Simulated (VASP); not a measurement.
## Cu: equation of state with PBEsol

Crystal: Cu.

```xyz
2
Lattice="2.5341 0.0000 0.0000 -1.2670 2.1946 0.0000 0.0000 0.0000 4.1126" Properties=species:S:1:pos:R:3 pbc="T T T"
Cu    1.2670    0.7315    3.0844
Cu    0.0000    1.4631    1.0281
```

This isn't the form of Cu at room conditions, which is fcc.

```yaml
Program: VASP 6.6.1
Task: equation of state
Functional: PBEsol
Potentials_or_basis: VASP PAW PBE potentials, release 64 (Cu)
Cutoff: 520 eV
k_mesh: 12 × 12 × 7
Occupations: fermi-dirac, width 0.05 eV
Spin: no spin polarisation
```

```yaml
Equilibrium_volume: 11.39 Å³/atom
Bulk_modulus_at_fixed_shape_and_positions: 162 GPa
Pressure_derivative_of_the_bulk_modulus: 5.0
```

Energy against volume, from the lowest point:
```tsv
volume (Å³/atom)	energy (meV/atom)
10.749	20.64
10.978	8.18
11.207	1.53
11.436	0.00
11.664	3.05
11.893	10.13
12.122	20.78
```

All runs of the series together: 2.2 min on 1 thread of Intel(R) Xeon(R) Platinum 8375C CPU @ 2.90GHz (Ice Lake) (shared host).

Caveat: the cell was scaled at fixed shape and fractional positions, which overstates the stiffness of a crystal with free parameters, most of all of layers and chains; the PAW data sets were made with another functional, which shifts forces and pressure a little.
